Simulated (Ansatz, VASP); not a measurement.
# Two plane-wave programs on PtSe2

```
Pt Se
1.0
     3.63901    0.00000    0.00000
    -1.81951    3.15148    0.00000
     0.00000    0.00000    6.30629
Pt Se
1 2
Direct
  0.00000 0.00000 0.00000
  0.66667 0.33333 0.78290
  0.33333 0.66667 0.21710
```

Change from the starting cell: equal strain along all axes, cell held, atoms relaxed: -3.0 %.

Alike in both runs: functional PBE; k mesh 12 × 12 × 4; occupations gaussian, width 0.02 eV; no spin polarisation.

Ansatz relaxed the structure, and its values are those at the end. VASP's run is a single point on that final structure, the one shown.

|  | VASP | Ansatz |
| --- | --- | --- |
| version | VASP 6.6.1 | Ansatz 0.2.0 |
| potentials or method | VASP PAW PBE potentials, release 64 (Pt, Se) | scalar-relativistic, plane waves, PAW |
| plane-wave cutoff (eV) | 520 | 420 |
| valence electrons in the cell | 22 | 50 |

|  | VASP | Ansatz | Ansatz less VASP |
| --- | --- | --- | --- |
| gap on the k mesh at the Fermi level (eV) | 0.90 | 0.92 | +0.011 |
| least direct gap on the mesh (eV) | 1.07 | 1.08 | +0.009 |
| pressure (GPa) | 3.4 | 3.4 | +0.02 |

The functional is the same, so the differences come from potentials, cutoffs and numerics. The two sets of potentials don't hold the same shells in valence. Ansatz warned: «stress_scf_threshold_loose».

Caveats: spin-orbit coupling is left out, which moves the levels of the heavy elements; this functional lacks dispersion, which binds the layers, so the pressure and a relaxed spacing across them are unreliable. A k mesh can miss the band edges.
